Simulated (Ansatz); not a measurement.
## 2H-CrSSe monolayer in a perpendicular field

Aim: how the 2H-CrSSe monolayer screens a field along its normal, and what the field does to its bands. A positive field points along +c.

Calculated with Ansatz 0.2.0; plane-wave DFT, LDA, Ansatz PAW, in the first sound run; inputs show where later runs differ.

Most raw output is cut from this account.

## 1. Starting point

The cell holds 3 atoms: 1 Se, 1 Cr and 1 S. Cell: a = 3.125 Å, b = 3.125 Å, c = 21.148 Å, α = 90.0°, β = 90.0°, γ = 120.0°. Vacuum lies along c.

## 2. Relaxing the slab

The starting cell is a guess, so the in-plane lattice and the atoms are relaxed first, with the slab cut off from its images along the normal. The program lengthens the vector along the normal by itself, so c and the volume that it reports differ from the typed ones.

Input file input.yaml:

```yaml
crystal:
  lattice:
    - [3.125, 0.0, 0.0]
    - [-1.5625, 2.7063293868, 0.0]
    - [0.0, 0.0, 21.1484613491]
  atoms:
    - { symbol: Se, position: [0.3333333333, 0.6666666667, 0.4255628744] }
    - { symbol: Cr, position: [0.0, 0.0, 0.5053976029] }
    - { symbol: S, position: [0.3333333333, 0.6666666667, 0.5744371256] }
  periodic: [true, true, false]
kpoints:
  mp_grid: { grid: [12, 12, 1] }
hamiltonian:
  xc: lda
scf:
  occupations: { method: fermi_dirac, width: 0.05 }
  convergence: { dr2_threshold: 1.0e-09 }
relax:
  f_tol: 0.004
  max_steps: 90
  cell: {}
output:
  write_potential: true
  write_density: true
  volumetric_format: npy
```

Started as:

```console
$ ansatz run input.yaml --threads 4 --pin off --max-ram 6144MiB --backend cpu --events-out ev --progress --plain --runs-dir out
```

The job ended after 21 s (4 threads of Arm Neoverse V1, shared host; peak memory 0.55 GiB).

Step by step:

| step | energy less that of the first step (eV) | largest force component (eV/Å) | volume (Å³) |
| --- | --- | --- | --- |
| 1 | 0.0000 | 1.5814 | 254.54 |
| 2 | -0.1828 | 0.3598 | 247.52 |
| 3 | -0.1975 | 0.1140 | 241.05 |
| 4 | -0.1979 | 0.0150 | 241.65 |
| 5 | -0.1979 | 0.0005 | 241.61 |
| 6* | -0.1972 | 0.0007 | 241.61 |

Relaxation steps marked * repeat the geometry before them on a plane-wave basis chosen anew for their cell, so energy and pressure can jump there.

The run keeps the 6 symmetry operations that it works with, so distortions that break them were not tested.

| cell as run | before | after | change |
| --- | --- | --- | --- |
| a (Å) | 3.125 | 3.045 | -2.6 % |
| b (Å) | 3.125 | 3.045 | -2.6 % |

The atoms that moved most (Å, along periodic axes as changes of fractional coordinates times the final cell, across vacuum about the mean position):

| atom | dx | dy | dz | length |
| --- | --- | --- | --- | --- |
| Se1 | 0.000 | 0.000 | 0.078 | 0.078 |
| S3 | 0.000 | 0.000 | -0.062 | 0.062 |
| Cr2 | 0.000 | 0.000 | -0.016 | 0.016 |

The relaxed structure:

```xyz
3
Lattice="3.0446 0.0000 0.0000 -1.5223 2.6367 0.0000 0.0000 0.0000 30.0969" Properties=species:S:1:pos:R:3
Se    0.0000    1.7578    9.0780
Cr    0.0000    0.0000   10.6724
S     0.0000    1.7578   12.0865
```

The lattice constant a goes from 3.125 to 3.045 Å.

## 3. Atoms held, field 0

A sawtooth potential applies the field, turning back in the middle of the vacuum. With the dipole correction the typed value is the field outside the slab. The induced dipole is small, so the SCF threshold is tight.

The cell differs from the one that the last finished run ended in (c 30.097 → 21.009 Å).

Input file input.yaml:

```yaml
crystal:
  lattice:
    - [3.0445933622, 0.0, 0.0]
    - [-1.5222966811, 2.6366951958, 0.0]
    - [0.0, 0.0, 21.0085014479]
  atoms:
    - { symbol: Se, position: [0.3333333333, 0.6666666667, 0.4283979998] }
    - { symbol: Cr, position: [0.0, 0.0, 0.5042912201] }
    - { symbol: S, position: [0.3333333333, 0.6666666667, 0.5716020002] }
kpoints:
  mp_grid: { grid: [18, 18, 1] }
  band_path:
    path: [[0, 0, 0], [0.5, 0, 0], [0.33333333, 0.33333333, 0], [0, 0, 0]]
    npoints: 16
hamiltonian:
  xc: lda
scf:
  occupations: { method: fermi_dirac, width: 0.05 }
  convergence: { dr2_threshold: 1.0e-10 }
efield:
  axis: 3
  dipole_correction: true
  ramp_position: 0.97
  ramp_width: 0.06
  amplitude: 0
output:
  dos: { projected: true, e_range: [-6, 5] }
  bader: true
  write_potential: true
  write_density: true
  volumetric_format: npy
  elf: true
```

Elapsed: 14 s, on 4 threads; peak memory 0.52 GiB; 54 s of CPU time.

Numbers from this step:

- dipole along the normal: -0.03666 e·Å
- gap along the path: 0.9808 eV
- smallest direct gap along the path: 0.9808 eV
- step between the vacuum levels: 0.8264 eV
- ionisation energy, upper face: 6.202 eV
- electron affinity, upper face: 5.221 eV
- ionisation energy, lower face: 5.375 eV
- gap, the smaller of path and mesh: 0.9808 eV

Running mean over a fixed 2.8 Å (it still follows the layers) of the planar mean; the ramp of the sawtooth is left out. Electron's electrostatic potential energy less the Fermi level against z:

| z (Å) | electron's electrostatic potential energy less the Fermi level (eV) |
| --- | --- |
| 2.92 | 4.87 |
| 3.36 | 4.87 |
| 3.79 | 4.87 |
| 4.08 | 4.87 |
| 4.52 | 4.87 |
| 4.96 | 4.87 |
| 5.40 | 4.86 |
| 5.84 | 4.83 |
| 6.13 | 4.78 |
| 6.57 | 4.54 |
| 7.00 | 3.62 |
| 7.44 | 1.94 |
| 7.88 | 0.0828 |
| 8.32 | -1.75 |
| 8.61 | -2.94 |
| 9.05 | -5.15 |
| 9.48 | -7.36 |
| 9.92 | -8.31 |
| 10.36 | -8.59 |
| 10.65 | -8.85 |
| 11.09 | -9.03 |
| 11.53 | -8.08 |
| 11.96 | -5.75 |
| 12.40 | -3.17 |
| 12.69 | -1.70 |
| 13.13 | 0.490 |
| 13.57 | 2.85 |
| 14.01 | 4.74 |
| 14.44 | 5.46 |
| 14.88 | 5.64 |
| 15.17 | 5.67 |
| 15.61 | 5.69 |
| 16.05 | 5.70 |
| 16.49 | 5.70 |
| 16.92 | 5.70 |
| 17.22 | 5.70 |
| 17.65 | 5.70 |
| 18.09 | 5.70 |

The density of states has structure finer than the step of the table below, so its rows give means over 0.25 eV, whole bins alone (the curve runs from -6 to 2.46 eV). Peaks (eV: height): -4.320: 8.05, -2.140: 6.08, -0.930: 6.56, -0.600: 6.95, 0.780: 9.48, 1.030: 8.39, 1.690: 10.6.

Density of states against energy, zero at the Fermi level of the run, which the smearing sets inside the gap; means over each step:

| energy (eV) | density of states (states/eV a cell) |
| --- | --- |
| -5.75 | 2.87 |
| -5.50 | 3.06 |
| -5.25 | 0.751 |
| -5.00 | 0.726 |
| -4.75 | 0.928 |
| -4.50 | 2.72 |
| -4.25 | 3.72 |
| -4.00 | 1.85 |
| -3.75 | 2.05 |
| -3.50 | 2.06 |
| -3.25 | 2.34 |
| -3.00 | 2.62 |
| -2.75 | 1.87 |
| -2.50 | 2.11 |
| -2.25 | 2.99 |
| -2.00 | 3.96 |
| -1.75 | 3.47 |
| -1.50 | 2.59 |
| -1.25 | 0.698 |
| -1.00 | 3.41 |
| -0.75 | 3.28 |
| -0.50 | 1.09 |
| -0.25 | 0 |
| 0.00 | 0 |
| 0.25 | 0 |
| 0.50 | 0.451 |
| 0.75 | 4.57 |
| 1.00 | 4.99 |
| 1.25 | 2.37 |
| 1.50 | 2.07 |
| 1.75 | 4.73 |
| 2.00 | 1.98 |
| 2.25 | 1.53 |

Projected DOS per atom over height of the atomic layer and energy from the Fermi level. Layers: Se Cr S from below.

Ten even steps from '0' (0.00 states/eV) to '9' (2.78 states/eV), each cell a mean:
```
121
153
152
291
191
000
000
010
192
020
352
444
242
122
242
222
212
434
111
001
223
223
```
Columns: height of the atomic layer (Å) from 9 to 12.0 (not evenly spaced); rows upwards: energy from the Fermi level (eV) from -5.96 to 2.41.

The electronic bands at the labelled points (eV, zero at the Fermi level of the run, which the smearing sets inside the gap):

| point | band 15 | band 16 | band 17 | band 18 | band 19 | band 20 | band 21 | band 22 |
| --- | --- | --- | --- | --- | --- | --- | --- | --- |
| Γ | -2.46 | -1.40 | -1.40 | -0.60 | 2.54 | 2.54 | 3.00 | 3.00 |
| halfway | -2.48 | -1.97 | -1.67 | -1.01 | 0.96 | 1.64 | 1.76 | 2.97 |
| M | -3.05 | -2.21 | -1.22 | -1.11 | 0.76 | 1.03 | 2.75 | 3.07 |
| halfway | -3.60 | -3.10 | -2.15 | -0.70 | 0.71 | 1.30 | 1.96 | 3.01 |
| K | -4.10 | -3.93 | -2.21 | -0.50 | 0.48 | 1.43 | 1.77 | 3.27 |
| halfway | -3.23 | -2.23 | -1.63 | -0.91 | 0.81 | 1.22 | 1.55 | 2.87 |
| Γ | -2.46 | -1.40 | -1.40 | -0.60 | 2.54 | 2.54 | 3.00 | 3.00 |

ELF in the ca plane at fractional y = 0.667, with atoms of Se and S within 0.2 Å of it. It is the smooth field of the valence electrons, not physical close to the nuclei.

Values, 5 rows by 16 columns, each cell a mean:
```
0.00 0.00 0.00 0.01 0.08 0.26 0.26 0.16 0.25 0.19 0.03 0.00 0.00 0.00 0.00 0.00
0.00 0.00 0.00 0.04 0.33 0.59 0.51 0.18 0.56 0.57 0.22 0.02 0.00 0.00 0.00 0.00
0.00 0.00 0.01 0.20 0.76 0.69 0.61 0.35 0.61 0.81 0.67 0.10 0.00 0.00 0.00 0.00
0.00 0.00 0.01 0.25 0.81 0.61 0.54 0.37 0.47 0.77 0.74 0.13 0.00 0.00 0.00 0.00
0.00 0.00 0.00 0.09 0.53 0.73 0.63 0.24 0.70 0.77 0.41 0.04 0.00 0.00 0.00 0.00
```
Columns run along c (16.0 Å, from fractional 0.16 to 0.92 of the cell), rows up along a (3.0 Å). Atoms in or near the plane, at fractional coordinates: Se at (0.43, 0.33), S at (0.57, 0.33).

Valence density in the ca plane at fractional y = 0.667, with atoms of Se and S within 0.2 Å of it. It is the smooth field of the valence electrons, not physical close to the nuclei.

Ten steps, logarithmic in the rise over the least value, from '0' (0 e/Å³) to '9' (28 e/Å³), each cell a mean:
```
00000000000000000001111122111100000000000000
00000000000000000001111122111100000000000000
00000000000000000012221111222210000000000000
00000000000000000134542111233321000000000000
00000000000000000248973112332332000000000000
00000000000000000258973212332332000000000000
00000000000000000135642111233321000000000000
00000000000000000012222111222210000000000000
```
Columns run along c (16.0 Å, from fractional 0.09 to 0.85 of the cell), rows up along a (3.0 Å). Atoms in or near the plane, at fractional coordinates: Se at (0.43, 0.33), S at (0.57, 0.33).

Electrostatic potential energy in the ca plane at fractional y = 0.667, with atoms of Se and S within 0.2 Å of it. With pseudopotentials it is smooth inside the atoms' cores, unlike the true potential.

Values in eV, 5 rows by 16 columns, each cell a mean:
```
  5   5   5   5   4   1  -2 -13  -1   3   5   5   5   5   5   5
  5   5   5   5   3  -6  -6  -7  -6  -1   5   5   5   5   5   5
  5   5   5   5   1 -15 -15  -2 -23 -17   4   5   5   5   5   5
  5   5   5   5   1 -14 -15  -2 -25 -20   4   5   5   5   5   5
  5   5   5   5   3 -12 -11  -4 -12  -7   5   5   5   5   5   5
```
Columns run along c (16.0 Å, from fractional 0.16 to 0.92 of the cell; values clipped at the 3rd and 97th percentile), rows up along a (3.0 Å). Atoms in or near the plane, at fractional coordinates: Se at (0.43, 0.33), S at (0.57, 0.33).

The gap is 0.98 eV, with the valence edge 6.20 eV and the conduction edge 5.22 eV under the upper vacuum level.

## 4. Atoms held, field 0.03 V/Å

Changes to input.yaml since step 3:

```diff
@@ -24,6 +24,4 @@
   ramp_width: 0.06
-  amplitude: 0
+  amplitude: 0.03
 output:
-  dos: { projected: true, e_range: [-6, 5] }
-  bader: true
   write_potential: true
@@ -31,2 +29 @@
   volumetric_format: npy
-  elf: true
```

It took 8 s on 4 threads; peak memory 0.5 GiB.

The dipole is -0.0297 e·Å, 0.00700 e·Å from its value without field, and the gap 0.981 eV.

## 5. Single point, field -0.03 V/Å

Changes to input.yaml since step 4:

```diff
@@ -24,3 +24,3 @@
   ramp_width: 0.06
-  amplitude: 0.03
+  amplitude: -0.03
 output:
```

The job ended after 7.8 s (4 threads; peak memory 0.5 GiB).

The dipole is -0.0437 e·Å, -0.00700 e·Å from its value without field, and the gap 0.981 eV.

## 6. Atoms held, field 0.15 V/Å

Changes to input.yaml since step 5:

```diff
@@ -24,3 +24,3 @@
   ramp_width: 0.06
-  amplitude: -0.03
+  amplitude: 0.15
 output:
```

The job ended after 7.8 s (4 threads; peak memory 0.5 GiB; 30 s of CPU time).

The dipole is -0.00166 e·Å, 0.0350 e·Å from its value without field, and the gap 0.981 eV.

## 7. Single point, field 0.25 V/Å

Changes to input.yaml since step 6:

```diff
@@ -24,3 +24,3 @@
   ramp_width: 0.06
-  amplitude: 0.15
+  amplitude: 0.25
 output:
```

Elapsed: 8 s, on 4 threads; peak memory 0.5 GiB.

The dipole is 0.0217 e·Å, 0.0584 e·Å from its value without field, and the gap 0.982 eV.

## 8. Atoms held, field -0.25 V/Å

Changes to input.yaml since step 7:

```diff
@@ -24,4 +24,6 @@
   ramp_width: 0.06
-  amplitude: 0.25
+  amplitude: -0.25
 output:
+  dos: { projected: true, e_range: [-6, 5] }
+  bader: true
   write_potential: true
@@ -29 +31,2 @@
   volumetric_format: npy
+  elf: true
```

The job ended after 15 s (4 threads; peak memory 0.51 GiB; 56 s of CPU time).

The dipole is -0.0950 e·Å, -0.0583 e·Å from its value without field, and the gap 0.980 eV.

## 9. Response, atoms held

This step: plane-wave DFT, LDA, Ansatz PAW; response to a field along the normal, atoms held (Ansatz 0.2.0).

The dipoles give the slope, and the difference of two potentials shows where the field is screened.

Numbers from this step:

* equivalent conductor thickness p/(ε₀AE): 5.258 Å
* distance between the outer atoms: 3.009 Å

Table of dipole of the cell by applied field:

| applied field (V/Å) | dipole of the cell (e·Å) |
| --- | --- |
| -0.250 | -0.0950 |
| -0.030 | -0.0437 |
| 0.000 | -0.0367 |
| 0.030 | -0.0297 |
| 0.150 | -0.00166 |
| 0.250 | 0.0217 |

Local field over the applied field, running mean. From the potentials at -0.03 and 0.03 V/Å; running mean over 2.5 Å. Local field over applied field against z:

z (Å), local field over applied field and a bar:
```
     4.08      0.999 ##############################
     4.52      0.998 ##############################
     4.96      0.995 ##############################
     5.40      0.987 ##############################
     5.84      0.968 #############################
     6.27      0.925 ############################
     6.71      0.844 #########################
     7.15      0.718 #####################
     7.59      0.570 #################
     8.02      0.415 ############
     8.46      0.265 #######
     8.90      0.146 ####
     9.34      0.077 #
     9.77      0.048 
    10.21      0.033 
    10.80      0.037 
    11.23      0.060 #
    11.67      0.100 ##
    12.11      0.184 #####
    12.55      0.312 #########
    12.98      0.465 #############
    13.42      0.618 ##################
    13.86      0.762 #######################
    14.30      0.876 ##########################
    14.74      0.944 ############################
    15.17      0.977 #############################
    15.61      0.991 ##############################
    16.05      0.997 ##############################
    16.49      0.999 ##############################
    16.92      1.000 ##############################
```

Electrons, planar mean, per unit field. Induced electron density against z:

| z (Å) | induced electron density (e/Å³ per V/Å) |
| --- | --- |
| 4.08 | 2.5e-6 |
| 4.38 | 5.1e-6 |
| 4.81 | 1.4e-5 |
| 5.11 | 2.8e-5 |
| 5.54 | 7.7e-5 |
| 5.84 | 1.5e-4 |
| 6.13 | 2.7e-4 |
| 6.57 | 6.6e-4 |
| 6.86 | 0.00113 |
| 7.15 | 0.00182 |
| 7.59 | 0.00308 |
| 7.88 | 0.00355 |
| 8.32 | 0.00216 |
| 8.61 | 9.4e-4 |
| 8.90 | 8.2e-4 |
| 9.34 | 7.5e-4 |
| 9.63 | 6.5e-5 |
| 9.92 | -8.1e-4 |
| 10.36 | -1.7e-4 |
| 10.65 | 3.5e-4 |
| 11.09 | 4.1e-4 |
| 11.38 | 9.7e-5 |
| 11.67 | -8.6e-4 |
| 12.11 | -7.6e-4 |
| 12.40 | -0.00126 |
| 12.69 | -0.00283 |
| 13.13 | -0.00349 |
| 13.42 | -0.00274 |
| 13.86 | -0.00146 |
| 14.15 | -8.7e-4 |
| 14.44 | -4.9e-4 |
| 14.88 | -1.9e-4 |
| 15.17 | -1.0e-4 |
| 15.46 | -5.3e-5 |
| 15.90 | -1.9e-5 |
| 16.19 | -9.8e-6 |
| 16.63 | -3.5e-6 |
| 16.92 | -1.8e-6 |

The smaller of the gaps on the path and on the k-mesh, counted as 0 under 0.03 eV. The gap stays at 0.981 eV for applied field from -0.25 to 0.25 V/Å.

By hand: between -0.03 and 0.03 V/Å the dipole changes by 0.01400 e·Å, a slope of 0.2333 e·Å²/V. A perfect conductor of thickness t has p = ε₀AEt, so t = 180.95 × 0.2333 / 8.028 = 5.26 Å (e/ε₀ = 180.95 V·Å, A in Å²).

The induced dipole is that of a conductor 5.26 Å thick.

## 10. Relaxing in the field, field 0.1 V/Å

This step: plane-wave DFT, LDA, Ansatz PAW (Ansatz 0.2.0).

Now the atoms may follow the field. A weak field makes forces of meV/Å to tens of meV/Å, so the force tolerance is set well below the usual one.

input.yaml, the sections that differ from step 8:

```yaml
kpoints:
  mp_grid: { grid: [12, 12, 1] }
efield:
  axis: 3
  dipole_correction: true
  ramp_position: 0.97
  ramp_width: 0.06
  amplitude: 0.1
relax:
  f_tol: 0.001
  max_steps: 60
output:
  write_potential: true
  write_density: true
  volumetric_format: npy
# crystal, hamiltonian, scf: as in step 8
```

Run time: 6 s. Hardware: 4 threads; peak memory 0.43 GiB.

Hardly anything moved in the relaxation; the energy changed by under 0.2 meV an atom.

This step gave:

```
dipole along the normal : -0.01328 e·Å
```

The relaxation took 3 steps and lowered the energy by 2.7e-6 eV; the largest force on the free atoms ends at 4.0e-6 eV/Å.

The dipole is -0.0133 e·Å, 0.0234 e·Å from its value without field, and the gap on the mesh 0.981 eV.

## 11. Relaxing in the field, field -0.1 V/Å

The opposite sign, again from the field-free geometry; the difference of the two cancels what relaxes without a field.

Changes to input.yaml since step 10:

```diff
@@ -21,3 +21,3 @@
   ramp_width: 0.06
-  amplitude: 0.1
+  amplitude: -0.1
 relax:
```

Run time: 6.1 s. Hardware: 4 threads; peak memory 0.43 GiB; 22 s of CPU time.

No atom moved by 0.005 Å in the relaxation.

Numbers from this step:

```yaml
dipole_along_the_normal: -0.06005 e·Å
```

The relaxation took 3 steps and lowered the energy by 3.2e-6 eV; the largest force on the free atoms ends at 3.9e-4 eV/Å.

The dipole is -0.0600 e·Å, -0.0234 e·Å from its value without field, and the gap on the mesh 0.981 eV.

## 12. Response, atoms relaxed

This step: plane-wave DFT, LDA, Ansatz PAW; response to a field along the normal, atoms relaxed (Ansatz 0.2.0).

The same analysis on the two relaxed runs holds the ionic part too; their mesh is coarser, so small differences from the held value can come from that.

This step gave:

```
equivalent conductor thickness p/(ε₀AE) : 5.271 Å
```

The dipole of the cell by applied field:

| applied field (V/Å) | dipole of the cell (e·Å) |
| --- | --- |
| -0.1000 | -0.0600 |
| 0.1000 | -0.0133 |

Local field over the applied field, running mean. From the potentials at -0.1 and 0.1 V/Å; running mean over 2.5 Å. Table of local field over applied field by z:

| z (Å) | local field over applied field |
| --- | --- |
| 4.08 | 0.999 |
| 4.38 | 0.999 |
| 4.81 | 0.997 |
| 5.11 | 0.993 |
| 5.54 | 0.983 |
| 5.84 | 0.968 |
| 6.13 | 0.944 |
| 6.57 | 0.880 |
| 6.86 | 0.815 |
| 7.15 | 0.725 |
| 7.59 | 0.568 |
| 7.88 | 0.462 |
| 8.32 | 0.295 |
| 8.61 | 0.187 |
| 8.90 | 0.119 |
| 9.34 | 0.0654 |
| 9.63 | 0.0593 |
| 9.92 | 0.0663 |
| 10.36 | 0.0484 |
| 10.65 | 0.0445 |
| 11.09 | 0.0762 |
| 11.38 | 0.0825 |
| 11.67 | 0.101 |
| 12.11 | 0.167 |
| 12.40 | 0.235 |
| 12.69 | 0.333 |
| 13.13 | 0.510 |
| 13.42 | 0.618 |
| 13.86 | 0.771 |
| 14.15 | 0.848 |
| 14.44 | 0.905 |
| 14.88 | 0.958 |
| 15.17 | 0.977 |
| 15.46 | 0.988 |
| 15.90 | 0.995 |
| 16.19 | 0.998 |
| 16.63 | 0.999 |
| 16.92 | 1.000 |

The induced electron density oscillates, so the rows of the table below give means over windows of 0.5 Å about each position, cut where the curve ends. Its maxima inside the range that stand out by 2 % of the span (Å: e/Å³ per V/Å): 7.73: 0.00306, 9.19: 0.00974, 10.36: 0.00962, 12.26: -8.4e-4. Its minima: 8.75: -0.00808, 9.77: 0.00262, 10.94: -0.0101, 13.13: -0.00318.

Electrons, planar mean, per unit field. Induced electron density against z; means over each step:

| z (Å) | induced electron density (e/Å³ per V/Å) |
| --- | --- |
| 4.5 | 7.4e-6 |
| 5.0 | 2.3e-5 |
| 5.5 | 7.5e-5 |
| 6.0 | 2.2e-4 |
| 6.5 | 6.0e-4 |
| 7.0 | 0.00143 |
| 7.5 | 0.00260 |
| 8.0 | 0.00248 |
| 8.5 | -0.00310 |
| 9.0 | 9.7e-4 |
| 9.5 | 0.00584 |
| 10.0 | 0.00576 |
| 10.5 | 0.00340 |
| 11.0 | -0.00782 |
| 11.5 | -0.00255 |
| 12.0 | -0.00124 |
| 12.5 | -0.00149 |
| 13.0 | -0.00297 |
| 13.5 | -0.00238 |
| 14.0 | -0.00116 |
| 14.5 | -4.6e-4 |
| 15.0 | -1.6e-4 |
| 15.5 | -5.3e-5 |
| 16.0 | -1.6e-5 |
| 16.5 | -5.2e-6 |

The induced dipole is that of a conductor 5.27 Å thick.

## 13. Same geometry, cutoff 420 eV, functional LDA

This step: plane-wave DFT, LDA, Ansatz PAW (Ansatz 0.2.0).

The geometry is kept and the functional is LDA; other changes against the main runs: SCF threshold 1.0e-10 → 1.0e-09 eV and k-mesh 18×18×1 → 12×12×1.

Changes to input.yaml since step 11:

```diff
@@ -15,3 +15,3 @@
   occupations: { method: fermi_dirac, width: 0.05 }
-  convergence: { dr2_threshold: 1.0e-10 }
+  convergence: { dr2_threshold: 1.0e-09 }
 efield:
@@ -21,6 +21,3 @@
   ramp_width: 0.06
-  amplitude: -0.1
-relax:
-  f_tol: 0.001
-  max_steps: 60
+  amplitude: 0.1
 output:
```

It took 3.5 s on 4 threads; peak memory 0.44 GiB.

Numbers from this step:

* dipole along the normal: -0.01332 e·Å

The dipole is -0.0133 e·Å.

(Part 1 of 2 ends here.)

[Logs are printed without paths, hosts, clocks, repeated set-up lines and the standing remarks that a program may print on its own settings, such as how far it seeks lower states.]

[Hosts, paths, dates, database ids (printed as entryN), source tags and the programs' standing remarks are cut or masked in the printed files.]

[Maps of the electrostatic potential energy from Ansatz leave out the sawtooth potential of an applied field or a dipole correction, so their vacuum need not be flat; planar profiles and work functions include it.]

[The density of states shown here was stored with 400 of the rows of the run's finer table, so its peaks can read low, often by over a quarter, or be missed, and its means over a window can be off by a tenth or more.]
